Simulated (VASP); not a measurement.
Crystal: AlN.

```
Al N
1.0
     3.11310    0.00000    0.00000
    -1.55655    2.69603    0.00000
     0.00000    0.00000    4.98181
Al N
2 2
Direct
  0.33333 0.66667 0.99899
  0.66667 0.33333 0.49899
  0.33333 0.66667 0.38101
  0.66667 0.33333 0.88101
```

Program: VASP 6.6.1. Alike in all runs: task band structure; no spin polarisation; cell as given; k mesh 12 × 12 × 6; cutoff (eV) 520; smearing gaussian 0.03 eV.

Task: Order these runs on this cell by their band gap on the k mesh, lowest first.
A. level r2SCAN; potentials or basis VASP PAW PBE potentials, release 64 (Al, N); further INCAR settings ALGO = Normal; EDIFF = 1e-06
B. level TB-mBJ; potentials or basis VASP PAW PBE potentials, release 64 (Al, N); further INCAR settings ALGO = Normal; EDIFF = 1e-06
C. level LDA; potentials or basis VASP PAW LDA potentials, release 64 (Al, N); further INCAR settings ALGO = Fast; EDIFF = 1e-06

Result: C (4.21 eV), A (4.87 eV), B (5.35 eV).

